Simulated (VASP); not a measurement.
# Ni (Fm-3m) in VASP: notebook

Runs on Ni. Level: PBE. Tasks: relaxation of cell and atoms, single point.

All numbers are computed with VASP 6.6.1; they aren't measurements. Logs are shortened: lines on timing, memory, paths and dates and some standing lists are left out, and cuts for length are marked.

## 1. Starting point

Symmetry: Fm-3m, No. 225, cubic system. The conventional cell has a = 3.475 Å, b = 3.475 Å, c = 3.475 Å, α = 90.00°, β = 90.00°, γ = 90.00°. Ni (site symmetry m-3m) has 12 Ni at 2.46 Å as nearest neighbours.

## 2. Relaxation of cell and atoms, PBE, collinear spin, ferromagnetic start

File INCAR:

```
PREC = Accurate
ENCUT = 600
EDIFF = 1E-7
ISMEAR = -1
SIGMA = 0.05
LREAL = F
LASPH = T
NELM = 120
ALGO = Normal
ISIF = 3
LWAVE = F
LCHARG = F
ISPIN = 2
MAGMOM = 1
LORBIT = 11
LMAXMIX = 4
GGA = PE
IBRION = 2
NSW = 40
EDIFFG = -0.01
```

File KPOINTS:

```
Automatic mesh
0
Gamma
  13 13 13
```

File POSCAR:

```
Ni
1.0
    0.0000000000      1.7375729330      1.7375729330
    1.7375729330      0.0000000000      1.7375729330
    1.7375729330      1.7375729330      0.0000000000
Ni
1
Direct
    0.0000000000      0.0000000000      0.0000000000
```

Potentials or basis: VASP PAW PBE potentials, release 54 (Ni).

Run with:

```bash
$ cat potpaw_PBE.54/Ni/POTCAR > POTCAR
$ mpirun -np 1 vasp_std > vasp.out
```

OUTCAR:

```text
PREC = Accurate
   ENCUT = 600
   EDIFF = 1E-7
   ISMEAR = -1
   LREAL = F
   LASPH = T
   NELM = 120
   ISIF = 3
   ISPIN = 2
   LORBIT = 11
   GGA = PE
   IBRION = 2
   NSW = 40
   EDIFFG = -0.01

 ion  position               nearest neighbor table
   1  0.000  0.000  0.000-

  LATTYP: Found a face centered cubic cell.
 ALAT       =     3.4751458660

  Lattice vectors:

 A1 = (   0.0000000000,   1.7375729330,   1.7375729330)
 A2 = (   1.7375729330,   0.0000000000,   1.7375729330)
 A3 = (   1.7375729330,   1.7375729330,   0.0000000000)

Analysis of symmetry for initial positions (statically):
=====================================================================
 Subroutine PRICEL returns:
 Original cell was already a primitive cell.

 Routine SETGRP: Setting up the symmetry group for a
 face centered cubic supercell.

 Subroutine GETGRP returns: Found 48 space group operations
 (whereof 48 operations were pure point group operations)
 out of a pool of 48 trial point group operations.

The static configuration has the point symmetry O_h .

Analysis of symmetry for dynamics (positions and initial velocities):
=====================================================================
 Subroutine PRICEL returns:
 Original cell was already a primitive cell.

 Routine SETGRP: Setting up the symmetry group for a
 face centered cubic supercell.

 Subroutine GETGRP returns: Found 48 space group operations
 (whereof 48 operations were pure point group operations)
 out of a pool of 48 trial point group operations.

The dynamic configuration has the point symmetry O_h .

Analysis of structural, dynamic, and magnetic symmetry:
=====================================================================
 Subroutine PRICEL returns:
 Original cell was already a primitive cell.

 Routine SETGRP: Setting up the symmetry group for a
 face centered cubic supercell.

 Subroutine GETGRP returns: Found 48 space group operations
 (whereof 48 operations were pure point group operations)
 out of a pool of 48 trial point group operations.

The overall configuration has the point symmetry O_h .

 Subroutine INISYM returns: Found 48 space group operations
 (whereof 48 operations are pure point group operations),
 and found     1 'primitive' translations

----------------------------------------------------------------------------------------

                                     Primitive cell

  volume of cell :      10.4920

  direct lattice vectors                    reciprocal lattice vectors
     0.000000000  1.737572933  1.737572933    -0.287757705  0.287757705  0.287757705
     1.737572933  0.000000000  1.737572933     0.287757705 -0.287757705  0.287757705
     1.737572933  1.737572933  0.000000000     0.287757705  0.287757705 -0.287757705

  length of vectors
     2.457299207  2.457299207  2.457299207     0.498410966  0.498410966  0.498410966

  position of ions in fractional coordinates (direct lattice)
     0.000000000  0.000000000  0.000000000

  ion indices of the primitive-cell ions
   primitive index   ion index
                 1           1

----------------------------------------------------------------------------------------

 KPOINTS: Automatic mesh

Automatic generation of k-mesh.
 Grid dimensions read from file:
 generate k-points for:   13   13   13

 Generating k-lattice:

  Cartesian coordinates                     Fractional coordinates (reciprocal lattice)
    -0.022135208  0.022135208  0.022135208     0.076923077  0.000000000  0.000000000
     0.022135208 -0.022135208  0.022135208     0.000000000  0.076923077  0.000000000
     0.022135208  0.022135208 -0.022135208     0.000000000  0.000000000  0.076923077

  Length of vectors
     0.038339305  0.038339305  0.038339305

  Shift w.r.t. Gamma in fractional coordinates (k-lattice)
     0.000000000  0.000000000  0.000000000

 Subroutine IBZKPT returns following result:
 ===========================================

 Found     84 irreducible k-points:

 Following reciprocal coordinates:
            Coordinates               Weight
  0.000000  0.000000  0.000000      1.000000
  0.076923  0.000000  0.000000      8.000000
  0.153846  0.000000  0.000000      8.000000
  0.230769  0.000000  0.000000      8.000000
  0.307692  0.000000  0.000000      8.000000
  0.384615  0.000000  0.000000      8.000000
[... 16 lines left out ...]
  0.384615  0.153846  0.000000     24.000000
  0.461538  0.153846  0.000000     24.000000
 [... further k-points ...]
   k-points           NKPTS =     84   k-points in BZ     NKDIM =     84   number of bands    NBANDS=     10
   number of dos      NEDOS =    301   number of ions     NIONS =      1
   total plane-waves  NPLWV =   8000
   dimension x,y,z NGX =    20 NGY =   20 NGZ =   20
   dimension x,y,z NGXF=    40 NGYF=   40 NGZF=   40
   ions per type =               1
   NGX,Y,Z   is equivalent  to a cutoff of  13.53, 13.53, 13.53 a.u.
   NGXF,Y,Z  is equivalent  to a cutoff of  27.06, 27.06, 27.06 a.u.
 SYSTEM =  unknown system
   PREC   = accura    normal or accurate (medium, high low for compatibility)
   ISTART =      0    job   : 0-new  1-cont  2-samecut
   ICHARG =      2    charge: 1-file 2-atom 10-const
   ISPIN  =      2    spin polarized calculation?
   LNONCOLLINEAR =      F non collinear calculations
   LSORBIT =      F    spin-orbit coupling
   LASPH  =      T    aspherical Exc in radial PAW
   ENCUT  =  600.0 eV  44.10 Ry    6.64 a.u.   4.91  4.91  4.91*2*pi/ulx,y,z
   NELM   =    120;   NELMIN=  2; NELMDL= -5     # of ELM steps
   EDIFF  = 0.1E-06   stopping-criterion for ELM
   LREAL  =      F    real-space projection
   EDIFFG = -.1E-01   stopping-criterion for IOM
   NSW    =     40    number of steps for IOM
   IBRION =      2    ionic relax: 0-MD 1-quasi-New 2-CG
   NFREE  =      1    steps in history (QN), initial steepest desc. (CG)
   ISIF   =      3    stress and relaxation
   ISYM   =      2    0-nonsym 1-usesym 2-fastsym
   POTIM  = 0.5000    time-step for ionic-motion
   TEBEG  =    0.0;   TEEND  =   0.0 temperature during run
   PSTRESS=    0.0 pullay stress
   NELECT =      10.0000    total number of electrons
   NUPDOWN=      -1.0000    fix difference up-down
   EMIN   =  10.00;   EMAX   =-10.00  energy-range for DOS
   EFERMI =   0.00;   METHOD = LEGACY
   ISMEAR =    -1;   SIGMA  =   0.05  broadening in eV -4-tet -1-fermi 0-gaus
   EFERMI_NEDOS =   21; number of points for ismear=-14 and -15
   IALGO  =     38    algorithm
   IMIX   =      4    mixing-type and parameters
     AMIX     =   0.40;   BMIX     =  1.00
     AMIX_MAG =   1.60;   BMIX_MAG =  1.00
  volume/ion in A,a.u.               =      10.49        70.80
  Fermi-wavevector in a.u.,A,eV,Ry     =   1.611097  3.044533 35.315755  2.595635
  Thomas-Fermi vector in A             =   2.706542
   LORBIT       =     11    0 simple, 1 ext, 2 COOP (PROOUT), +10 PAW based schemes
   GGA     = PE    functional components
   LHFCALC =     F    Hartree Fock is set to
   AEXX    =    0.0000 exact exchange contribution
   IVDW    =     0    specifies the selected vdW correction
   LEPSILON=     F    determine dielectric tensor
   LRPA    =     F    only Hartree local field effects (RPA)
 conjugate gradient relaxation of ions
 spin polarized calculation
  energy-cutoff  :      600.00
  volume of cell :       10.49
 maximum number of plane-waves:       365
   NGX =  9   NGY =  9   NGZ =  9

--------------------------------------- Ionic step        1  -------------------------------------------

 number of electron      10.0000000 magnetization       1.0000000

 number of electron       9.9999999 magnetization       0.6231104

 Free energy of the ion-electron system (eV)
  ---------------------------------------------------
  ext. energy  EPLUGINS =         0.00000000
  ---------------------------------------------------
  free energy    TOTEN  =        -5.47037381 eV

  energy without entropy =       -5.45766273  energy(sigma->0) =       -5.46401827

------------------------ aborting loop because EDIFF is reached ----------------------------------------

  FORCE on cell =-STRESS in cart. coord.  units (eV):
  Direction    XX          YY          ZZ          XY          YZ          ZX
  --------------------------------------------------------------------------------------
  -------------------------------------------------------------------------------------
  Total        0.5125864      0.5125864      0.5125864     -0.0000000      0.0000000      0.0000000
  in kB       78.2741772     78.2741772     78.2741772     -0.0000000      0.0000000      0.0000000
  external PRESSURE =      78.2741772 kB  Pullay stress =       0.0000000 kB
[... 55 lines left out ...]
  energy  without entropy=       -5.4567166753  energy(sigma->0) =       -5.46370593

--------------------------------------- Ionic step        3  -------------------------------------------

 number of electron      10.0000009 magnetization       0.6255970

 Free energy of the ion-electron system (eV)
  ---------------------------------------------------
  ext. energy  EPLUGINS =         0.00000000
  ---------------------------------------------------
  free energy    TOTEN  =        -5.47951622 eV

  energy without entropy =       -5.46617736  energy(sigma->0) =       -5.47284679

 E-fermi :   9.3771     XC(G=0): -13.2540

 val. band max:        9.3713039412   @ k =   0.3846   0.0769   0.0000
 cond. band min:       9.3811220565   @ k =   0.3846   0.3846   0.0000
 fundamental gap:      0.0098181153
 Fermi energy:         9.3770814704

 spin component 1

 k-point     1 :       0.0000    0.0000    0.0000
  band No.  band energies     occupation
      1       0.3626      1.00000
      2       6.9412      1.00000
      3       6.9412      1.00000
      4       6.9412      1.00000
      5       8.1187      1.00000
      6       8.1187      1.00000
      7      33.0910      0.00000
      8      36.9529      0.00000
      9      36.9529      0.00000
     10      36.9529      0.00000
[... 287 lines left out ...]
 k-point    24 :       0.4615    0.1538    0.0000
  band No.  band energies     occupation
      1       4.8832      1.00000
      2       6.5574      1.00000
      3       6.9667      1.00000
      4       7.3512      1.00000
      5       8.7973      0.99999
      6      10.2012      0.00000
      7      17.2572      0.00000
      8      28.1701      0.00000
      9      29.8290      0.00000
     10      31.9746      0.00000

 [... further k-points ...]

 spin component 2

 k-point     1 :       0.0000    0.0000    0.0000
  band No.  band energies     occupation
      1       0.3315      1.00000
      2       7.6927      1.00000
      3       7.6927      1.00000
      4       7.6927      1.00000
      5       8.7011      1.00000
      6       8.7011      1.00000
      7      32.9358      0.00000
      8      36.9360      0.00000
      9      36.9360      0.00000
     10      36.9360      0.00000
[... 327 lines left out ...]
  FREE ENERGIE OF THE ION-ELECTRON SYSTEM (eV)
  ---------------------------------------------------
  free  energy   TOTEN  =        -5.4795162200 eV

  energy  without entropy=       -5.4661773561  energy(sigma->0) =       -5.47284679

 reached required accuracy - stopping structural energy minimisation

 total charge

# of ion       s       p       d       tot
------------------------------------------
    1        0.497   0.497   8.315   9.309

 magnetization (x)

# of ion       s       p       d       tot
------------------------------------------
    1       -0.006  -0.024   0.667   0.637
```

Run time: 39 s. Hardware: 1 thread of Intel Xeon Platinum 8488C (Sapphire Rapids), shared host; peak memory 0.15 GiB.

What came out:

```
Free energy                                           : -5.4795 eV
Relaxed volume                                        : 10.88 Å³/atom
Relaxed cell                                          : a = 2.487 Å, b = 2.487 Å, c = 2.487 Å, α = 60.00°, β = 60.00°, γ = 60.00°
Space group after relaxing (to 0.05 Å)                : Fm-3m (No. 225)
Energy gained by relaxing                             : 9.1 meV/atom
Ionic steps                                           : 3
Pressure after relaxing                               : 0.0 GPa
Band gap on the k mesh                                : none (metal or under the smearing width)
Net moment                                            : 0.63 μB per cell
Site moments                                          : Ni +0.64 μB
Valence electrons inside the program's atomic spheres : Ni 9.31
```

The path:
```
step  energy change (eV)  largest force (eV/Å)  pressure (GPa)  volume (Å³)
   1              0.0000                0.0000            7.83        10.49
   2             -0.0003                0.0000           -6.64        11.29
   3             -0.0091                0.0000           -0.02        10.88
```

Final structure:
```
CELL_PARAMETERS angstrom
0.00000 1.75886 1.75886
1.75886 0.00000 1.75886
1.75886 1.75886 0.00000
ATOMIC_POSITIONS crystal
Ni 0.00000 0.00000 0.00000
```

Levels at points of the mesh, in eV from the Fermi level:
Spin up:
```csv
k point,band 3,band 4,band 5,band 6,band 7,band 8
"(0.00, 0.00, 0.00)",-2.44,-2.44,-1.26,-1.26,23.71,27.58
```
Spin down:
```csv
k point,band 1,band 2,band 3,band 4,band 5,band 6,band 7,band 8,band 9,band 10
"(0.00, 0.00, 0.00)",-9.05,-1.68,-1.68,-1.68,-0.68,-0.68,23.56,27.56,27.56,27.56
```

[end of part 1 of 2]
